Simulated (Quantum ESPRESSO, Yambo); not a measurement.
# AlN (P6_3mc): G0W0 on several meshes in Yambo, part 2 of 2

Wanted: mesh dependence and cost of G0W0 for AlN (P6_3mc).

Quantum ESPRESSO 7.5 and Yambo 5.3.0; PBE and many-body steps on it, plane waves. Known limits of the many-body steps: not at the basis limit; coarse k mesh.

So far. Step 4 (3×3×2): The gap on the mesh goes from 4.22 eV to 5.52 eV, a correction of +1.30 eV. Step 5 (Empty states on the mesh, 6×6×4 mesh, 132 bands): On this mesh the gap is 4.221 eV.

The database entry behind the starting cell differs from later determinations by our own check (inner coordinate u about 0.002 short), so it need not match the best structure at ambient conditions.

## (6) Conversion and set-up

This step: Yambo 5.3.0; conversion and set-up on PBE, plane waves, norm-conserving pseudopotentials.

Started as:

```console
> (cd o/x.save; p2y > p2y.log; mv SAVE ../..); yambo > setup.log
```

The program printed:

```text
 Yambo, version 5.3.0

 [02] CORE Variables Setup
 =========================

  [02.01] Unit cells
  ==================

  Cell kind             :  HCP
  Atoms in the cell     :  Al  N
  number of Al atoms    :  2
  number of N  atoms    :  2

  List of atomic masses
  Mass of Al    :  26.98200
  Mass of N     :  14.00700

  List of atomic coordinates    : [cc]
  Al1       : -0.29414E-09   3.3964       0.0000      order 1
  Al2       :  2.941359  1.698194  4.706363  order 2
  N1       : -0.29414E-09   3.3964       3.5768      order 3
[...]
Q [ 1]         [rlu]:  0.000000  0.000000  0.000000
 Q [ 2]         [rlu]:  0.000000  0.000000  0.250000
 Q [ 3]         [rlu]:  0.000000  0.000000 -0.500000
[...]
Q [ 8]         [rlu]: -0.40821E-19  0.33333      0.25000
 Q [ 9]         [rlu]: -0.40821E-19  0.33333     -0.50000
 Q [10]         [rlu]:  0.61232E-19 -0.50000       0.0000
     [... 12 further rows ...]
 Q [23]         [rlu]:  0.40821E-19 -0.33333      0.25000
 Q [24]         [rlu]: -0.166667 -0.333333  0.250000

  [03.01] X indexes
  =================

   [03.01.01] Sigma indexes
   ========================

 [06] Game Over & Game summary
```

Wall time 2.4 s (1 MPI rank of Arm Neoverse V1, shared host); peak memory 0.24 GiB.

## (7) 6×6×4

This step: G0W0 on PBE, plane waves, norm-conserving pseudopotentials.

File gw14.in:

```
HF_and_locXC
gw0
dyson
ppa
em1d
rim_cut
RandQpts= 1000000
RandGvec= 1 RL
EXXRLvcs= 72 Ry
VXCRLvcs= 288 Ry
Chimod= "HARTREE"
% BndsRnXp
 1 | 132 |
%
NGsBlkXp= 15.5 Ry
% LongDrXp
 1 | 1 | 1 |
%
% GbndRnge
 1 | 132 |
%
DysSolver= "n"
ExtendOut
PPAPntXp= 27.21138 eV
% QPkrange
 1 | 1 | 7 | 10 |
%
```

Started as:

```console
> OMP_NUM_THREADS=1 mpirun -n 4 yambo -F gw14.in -J gw14 -C gw14 > gw14.log
```

The program printed:

```text
 Yambo, version 5.3.0

 [02] CORE Variables Setup
 =========================

  [... cell, symmetries and grids as in the set-up ...]

  [02.05] Energies & Occupations
  ==============================

  [X] === General ===
  [X] Electronic Temperature                        :  0.000000  0.000000 [eV K]
  [X] Bosonic    Temperature                        :  0.000000  0.000000 [eV K]
  [X] Finite Temperature mode                       : no
  [X] El. density                                   :  0.38275E+24 [cm-3]
  [X] Fermi Level                                   :  7.106664 [eV]

  [X] === Gaps and Widths ===
  [X] Conduction Band Min                           :  4.220509 [eV]
  [X] Valence Band Max                              :  0.000000 [eV]
  [X] Filled Bands                                  :   8
  [X] Empty Bands                                   :    9  132
  [X] Direct Gap                                    :  4.220509 [eV]
  [X] Direct Gap localized at k                     :  1
  [X] Indirect Gap                                  :  4.220509 [eV]
  [X] Indirect Gap between kpts                     :  1  1
  [X] Last valence band width                       :  2.371270 [eV]
  [X] 1st conduction band width                     :  3.218767 [eV]

 [03] Transferred momenta grid and indexing
 ==========================================

 IBZ Q-points                                      :  24
 BZ  Q-points                                      :  144

 K/Q-points units:
 rlu = crystal or reduced units; cc = cartesian coordinates; iku = interal k-units

 Q [ 1]         [rlu]:  0.000000  0.000000  0.000000
 Q [ 2]         [rlu]:  0.000000  0.000000  0.250000
 Q [ 3]         [rlu]:  0.000000  0.000000 -0.500000
[...]
================================================

 [VXC] Plane waves :  23187
 [EXS] Plane waves :  2875

 QP @ state[ 1 ] K range:  1  1
 QP @ state[ 1 ] b range:   7  10

 [xc] Functional : Perdew, Burke & Ernzerhof(X)+Perdew, Burke & Ernzerhof(C)
 [xc] LIBXC used to calculate xc functional
  PP Number of Atomic Species                      :  2
  NLCC RL compoments                               :  23187
  PP Number of Atomic Species                      :  2
  NLCC RL compoments                               :  23187

 [xc] E_xc :  -6.913624 [Ha]
      E_xc :  -13.82725 [Ry]

  Local XC kind (lXC) : Perdew, Burke & Ernzerhof(X)+Perdew, Burke & Ernzerhof(C)
  Non-Local XC kind (nlXC) : Hartree-Fock

  Corrections @ K [1] :  [eV]
 <7|nlXC|7> = -20.91566 -0.34025E-16 <7|lXC|7> = -16.96801  0.13471E-26
 <8|nlXC|8> = -20.95694  0.33806E-16 <8|lXC|8> = -17.07789  0.13804E-21
 <9|nlXC|9> = -8.089297 -0.91618E-18 <9|lXC|9> = -12.52688 -0.18882E-15
 <10|nlXC|10> = -5.828715  0.54897E-18 <10|lXC|10> = -10.83589  0.18882E-15

 [08] Dyson equation: Newton solver
 ==================================

  [08.01] G0W0 (W PPA)
  ====================

  [  GW  ] Bands range     :    1  132
  [GW/PPA] G damping       :  0.100000 [eV]

  QP @ state[ 1 ] K range:  1  1
  QP @ state[ 1 ] b range:   7  10

   Sc/G bands                                       :    1  132
   Sc/G damping                                     :  0.100000 ev
   Sc bands terminator                              : no
   Sx RL components                                 :  2875

   QP @ state[ 1 ] K range                          :  1  1
   QP @ state[ 1 ] b range                          :   7  10
   GF energies kind                                 : Perdew, Burke & Ernzerhof(X)+Perdew, Burke & Ernzerhof(C)
   GF WF`s kind                                     : Perdew, Burke & Ernzerhof(X)+Perdew, Burke & Ernzerhof(C)
   Xs energies kind                                 : Perdew, Burke & Ernzerhof(X)+Perdew, Burke & Ernzerhof(C)
   Xs WF`s kind                                     : Perdew, Burke & Ernzerhof(X)+Perdew, Burke & Ernzerhof(C)

 [11] Game Over & Game summary
```

Run time: 7.2 min. Hardware: 4 MPI ranks; peak memory 1.9 GiB; 29 min of CPU time.

This step gave:

| Property | Result |
| --- | --- |
| G0W0 gap on the points computed | 5.584 eV |
| starting gap on the mesh | 4.221 eV |
| k of the valence top | 0, 0, 0 |
| k of the conduction bottom | 0, 0, 0 |
| least direct G0W0 gap on the computed points | 5.584 eV |
| Z at the valence top | 0.7922 |
| Z at the conduction bottom | 0.8210 |

Against G0W0 in Yambo (3×3×2 mesh, 132 bands, screening to 210.9 eV, Godby-Needs plasmon pole), the gap moves by +0.059 eV.

## (8) Side by side

Times are wall times on 4 MPI ranks of Arm Neoverse V1, shared host, good to a factor of about two.

```csv
run,mesh,bands,screening cutoff (eV),DFT gap (eV),gap on the mesh (eV),direct (eV),time
3×3×2,3×3×2,132,210.9,4.221,5.524,5.524,21 s
6×6×4,6×6×4,132,210.9,4.221,5.584,5.584,7.2 min
```

## (9) Outcome

```json
{
  "3×3×2": "5.524 eV",
  "6×6×4": "5.584 eV",
  "known limits": "not at the basis limit; coarse k mesh"
}
```

**Reading.** 6×6×4: +0.059 eV against 3×3×2. Bands and cutoff are finite, so the gap is not at the basis limit. The miss can reach some tenths of an eV and take either sign; the mesh is an error of its own. In the G0W0 runs levels were corrected at 1 k point alone, so a gap called «on the mesh» is the least over those, and an edge elsewhere would be missed. The 3×3×2 mesh is coarse for this cell, which bears on the long-range parts of exchange and screening.

[Paths, hosts, dates, memory and timing lines, banners, echoed tables and standing remarks are left out of the program output.]

[Logs are printed without paths, hosts, clocks, repeated set-up lines and the standing remarks that a program may print on its own settings, such as how far it seeks lower states.]

[Runs of the session that timed out or met a known fault of the program may be left out.]

[Hosts, paths, dates, database ids (printed as entryN), source tags and the programs' standing remarks are cut or masked in the printed files.]
